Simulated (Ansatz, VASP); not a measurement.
# Two plane-wave programs on GaP

```
Ga P
1.0
     0.00000    2.73430    2.73430
     2.73430    0.00000    2.73430
     2.73430    2.73430    0.00000
Ga P
1 1
Direct
  0.00000 0.00000 0.00000
  0.25000 0.25000 0.25000
```

Alike in both runs: task single point; functional PBEsol; k mesh 6 × 6 × 6; no spin polarisation.

|  | VASP | Ansatz |
| --- | --- | --- |
| version | VASP 6.6.1 | Ansatz 0.2.0 |
| potentials or method | VASP PAW PBE potentials, release 64 (Ga_d, P) | plane waves, PAW |
| plane-wave cutoff (eV) | 520 | 435 |
| occupations | gaussian, width 0.01 eV | fixed |
| valence electrons in the cell | 18 | 18 |

Ansatz gave:

| Property | Result |
| --- | --- |
| pressure (GPa) | -1.3 |

Question: What did VASP give for the same quantities?

Answer: Pressure (GPa): -1.4.

Caveats: the PAW data sets were made with another functional, which shifts forces and pressure a little (VASP). A k mesh can miss the band edges.
